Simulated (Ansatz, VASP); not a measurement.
MoS2 in VASP and in Ansatz

The input INCAR:

```
PREC = Accurate
ENCUT = 520
EDIFF = 1E-6
ISMEAR = 1
SIGMA = 0.2
LREAL = False
LASPH = True
NELM = 60
ALGO = Normal
ISIF = 2
LWAVE = False
LCHARG = True
GGA = PS
LELF = True
LVHAR = True
NBANDS = 35
```

The input KPOINTS:

```
Automatic mesh
0
Gamma
  12 12 4
```

The input POSCAR:

```
MoS2
1.0
    3.1887237688      0.0000000000      0.0000000000
   -1.5943618844      2.7615157894      0.0000000000
    0.0000000000      0.0000000000     11.0301143888
Mo S
2 4
Direct
    0.3333333333      0.6666666667      0.2500000000
    0.6666666667      0.3333333333      0.7500000000
    0.3333333333      0.6666666667      0.6259932117
    0.6666666667      0.3333333333      0.1259932117
    0.3333333333      0.6666666667      0.8740067883
    0.6666666667      0.3333333333      0.3740067883
```

Input for Ansatz:

```yaml
crystal:
  lattice:
    - [3.1887237688, 0.0, 0.0]
    - [-1.5943618844, 2.7615157894, 0.0]
    - [0.0, 0.0, 11.0301143888]
  atoms:
    - { symbol: Mo, position: [0.3333333333, 0.6666666667, 0.25] }
    - { symbol: Mo, position: [0.6666666667, 0.3333333333, 0.75] }
    - { symbol: S, position: [0.3333333333, 0.6666666667, 0.6259932117] }
    - { symbol: S, position: [0.6666666667, 0.3333333333, 0.1259932117] }
    - { symbol: S, position: [0.3333333333, 0.6666666667, 0.8740067883] }
    - { symbol: S, position: [0.6666666667, 0.3333333333, 0.3740067883] }
basis:
  ecutwfc: 420
kpoints:
  mp_grid: { grid: [12, 12, 4] }
hamiltonian:
  xc: pbesol
scf:
  occupations: { method: cold, width: 0.2 }
output:
  forces: true
  stress: true
  eigenvalues: true
```

Alike in both runs: task single point; functional PBEsol; k mesh 12 × 12 × 4; no spin polarisation.

```csv
,VASP,Ansatz
version,VASP 6.6.1,Ansatz 0.2.0
potentials or method,"VASP PAW PBE potentials, release 64 (Mo_sv, S)","scalar-relativistic, plane waves, PAW"
plane-wave cutoff (eV),520,420
occupations,"methfessel-paxton of order 1, width 0.2 eV","cold, width 0.2 eV"
valence electrons in the cell,52,52
```

```csv
,VASP,Ansatz,Ansatz less VASP
gap on the k mesh at the Fermi level (eV),none,none,-
pressure (GPa),21.0,21.0,+0.07
largest component of the traceless stress (GPa),18.19,17.97,-0.225
rms of the force components (eV/Å),1.808,1.801,-0.0064
```

Atom by atom the forces differ by 0.006 eV/Å (rms over components). A gap of «none» marks a metal or a gap that the smearing closes.

Caveats: so large a pressure means that the cell lies far from this level's equilibrium, or that cutoff or potentials fall short (VASP); the potentials were made for another functional, which shifts forces and pressure (VASP).
